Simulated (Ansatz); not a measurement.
# PbS: the order of phases at one pressure

Aim: bring PbS in several structures (rocksalt, CsCl, zincblende, wurtzite, NiAs) to one pressure and rank them by enthalpy. The pressure is set by scaling the first phase. Methods of the runs shown: PAW.

Program: Ansatz 0.2.0. Level of theory: DFT, PBE, PAW with Ansatz's default frozen-core files, scalar-relativistic. These are calculated values, not measurements.

### 1 The system as given

It takes space group Fm-3m (No. 225, cubic). The conventional cell has a = 5.387 Å, b = 5.387 Å, c = 5.387 Å, α = 90.00°, β = 90.00°, γ = 90.00°. Around Pb (site symmetry m-3m) lie 6 S at 2.69 Å. S (site symmetry m-3m) is surrounded by 6 Pb at 2.69 Å.

Structure file:

```xyz
2
Lattice="0.0000 2.6934 2.6934 2.6934 0.0000 2.6934 2.6934 2.6934 0.0000" Properties=species:S:1:pos:R:3 pbc="T T T"
Pb    0.0000    0.0000    0.0000
S     2.6934    2.6934    2.6934
```

Atoms are numbered in the order of the input: Pb1, S2.

### 2 Cell relaxed at zero pressure, PAW

input.yaml reads:

```yaml
crystal:
  lattice:
    - [0.0, 2.6934405028, 2.6934405028]
    - [2.6934405028, 0.0, 2.6934405028]
    - [2.6934405028, 2.6934405028, 0.0]
  atoms:
    - { symbol: Pb, position: [0.0, 0.0, 0.0] }
    - { symbol: S, position: [0.5, 0.5, 0.5] }
kpoints:
  mp_grid: { grid: [13, 13, 13] }
scf:
  occupations: { method: fermi_dirac, width: 0.08 }
hamiltonian:
  xc: pbe
  pseudopotentials: { kind: paw }
output:
  forces: true
  stress: true
  write_density: true
  write_potential: true
  elf: true
  volumetric_format: npy
relax:
  f_tol: 0.005
  max_steps: 40
  cell: {}
```

The run is started by

```console
> ansatz run input.yaml --threads 1 --pin off --max-ram 3584MiB --backend cpu --events-out ev --progress --plain --runs-dir out
```

After this run come: Volume scaled by 0.93, to set the pressure, PAW; Rocksalt relaxed under pressure, PAW; CsCl relaxed under pressure, PAW; Zincblende relaxed under pressure, PAW; Wurtzite relaxed under pressure, PAW; NiAs relaxed under pressure, PAW.

**Question.** What will these runs give? Wanted: pressure; lowest.

As calculated:

| quantity | value |
| --- | --- |
| pressure | 4.5 GPa |
| lowest (PAW) | rocksalt, 68.5 meV/atom under NiAs |

What this shows: By PAW the order is rocksalt < NiAs < CsCl < wurtzite < zincblende. Some starts changed symmetry on relaxing: wurtzite ended as P6_3/mmc. Only these structures were tried, with electrons smeared by 0.08 eV and without vibrations, so the true ground state may be another. The k meshes differ between phases and weren't tested, which can move differences by some meV. Spin-orbit coupling is left out, though the cell holds Pb; in elements this heavy it can shift bands and gaps by tenths of an eV.
